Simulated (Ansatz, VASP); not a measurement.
# Two plane-wave programs on SiO2

The input INCAR:

```
SYSTEM = SiO2
ALGO     = Normal         ! electronic algorithm
EDIFF    = 1E-7           ! SCF threshold, eV
ENCUT    = 520            ! plane-wave cutoff, eV
GGA      = PE             ! functional
ISIF     = 2              ! what is computed and relaxed
ISMEAR   = 0              ! smearing method
LASPH    = .TRUE.         ! aspherical terms in the spheres
LCHARG   = .FALSE.        ! write CHGCAR
LREAL    = .FALSE.        ! projectors in reciprocal space
LWAVE    = .FALSE.        ! write WAVECAR
NBANDS   = 25             ! bands
NELM     = 80             ! most SCF steps
PREC     = Accurate       ! precision mode
SIGMA    = 0.05           ! smearing width, eV
```

The input KPOINTS:

```
k-points
0
G
  6 6 6
  0 0 0
```

Contents of POSCAR:

```
SiO2
1.0
   -2.4505350379      2.4505350379      3.6893906705
    2.4505350379     -2.4505350379      3.6893906705
    2.4505350379      2.4505350379     -3.6893906705
Si O
2 4
Direct
    0.0000000000      0.0000000000      0.0000000000
    0.7500000000      0.2500000000      0.5000000000
    0.9670112602      0.6250000000      0.8420112602
    0.3750000000      0.2170112602      0.3420112602
    0.7829887398      0.1250000000      0.1579887398
    0.8750000000      0.0329887398      0.6579887398
```

Input for Ansatz:

```yaml
crystal:
  lattice:
    - [-2.4505350379, 2.4505350379, 3.6893906705]
    - [2.4505350379, -2.4505350379, 3.6893906705]
    - [2.4505350379, 2.4505350379, -3.6893906705]
  atoms:
    - { symbol: Si, position: [0.0, 0.0, 0.0] }
    - { symbol: Si, position: [0.75, 0.25, 0.5] }
    - { symbol: O, position: [0.9670112602, 0.625, 0.8420112602] }
    - { symbol: O, position: [0.375, 0.2170112602, 0.3420112602] }
    - { symbol: O, position: [0.7829887398, 0.125, 0.1579887398] }
    - { symbol: O, position: [0.875, 0.0329887398, 0.6579887398] }
basis:
  ecutwfc: 420
kpoints:
  mp_grid: { grid: [6, 6, 6] }
hamiltonian:
  xc: pbe
scf:
  occupations: { method: gaussian, width: 0.05 }
output:
  forces: true
  stress: true
  eigenvalues: true
```

Change from the starting cell: strain -0.025 along x and y, +0.000 along z, atoms carried along.

Alike in both runs: task single point; functional PBE; k mesh 6 × 6 × 6; occupations gaussian, width 0.05 eV; no spin polarisation.

```csv
,VASP,Ansatz
version,VASP 6.6.1,Ansatz 0.2.0
potentials or method,"VASP PAW PBE potentials, release 64 (Si, O)","scalar-relativistic, plane waves, PAW"
plane-wave cutoff (eV),520,420
valence electrons in the cell,32,32
```

|  | VASP | Ansatz | Ansatz less VASP |
| --- | --- | --- | --- |
| gap on the k mesh at the Fermi level (eV) | 5.99 | 5.99 | -0.001 |
| least direct gap on the mesh (eV) | 5.99 | 5.99 | -0.001 |
| pressure (GPa) | 8.7 | 8.6 | -0.14 |
| largest component of the traceless stress (GPa) | 0.84 | 0.88 | +0.038 |
| rms of the force components (eV/Å) | 0.264 | 0.265 | +0.0010 |

Atom by atom the forces differ by 0.001 eV/Å (rms over components).

A k mesh can miss the band edges.
